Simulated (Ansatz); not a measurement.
# Moving the functional in Cs

```cif
data_structure
_symmetry_space_group_name_H-M 'Im-3m'
_symmetry_Int_Tables_number 229
_cell_length_a 6.2569
_cell_length_b 6.2569
_cell_length_c 6.2569
_cell_angle_alpha 90.000
_cell_angle_beta 90.000
_cell_angle_gamma 90.000
_cell_volume 244.95
loop_
_atom_site_label
_atom_site_type_symbol
_atom_site_symmetry_multiplicity
_atom_site_Wyckoff_symbol
_atom_site_fract_x
_atom_site_fract_y
_atom_site_fract_z
_atom_site_occupancy
Cs1 Cs 2 a 0.00000 0.00000 0.00000 1
```

Kept alike: task projected density of states; k mesh 4 × 4 × 4; occupations fermi-dirac, width 0.05 eV; no spin polarisation. Program: Ansatz, Ansatz PAW. Cutoffs run from 420 to 500 eV. The mesh is that of the run's cell of 1 atom. No spin-orbit coupling.

| functional | pressure (GPa) |
| --- | --- |
| BLYP | 0.05 |
| HSE06 | 0.04 |
| LDA | -0.37 |
| PBE | -0.05 |
| PBE0 | 0.07 |
| PBEsol | -0.16 |
| RPBE | 0.18 |
| r2SCAN | 0.06 |
| r2SCAN0 | 0.12 |
| revPBE | 0.14 |

Pressure is positive in compression, with a Pulay correction for the finite cutoff. For a metal such a mesh leaves the last digits unconverged. All rows use potentials made for PBE.

Task: What does the functional change here?

Result: The pressure runs from -0.37 (LDA) to 0.18 GPa (RPBE). From PBE: BLYP +0.10; HSE06 +0.09; LDA -0.32; PBE0 +0.12; PBEsol -0.11; RPBE +0.23; r2SCAN +0.11; r2SCAN0 +0.17; revPBE +0.19.
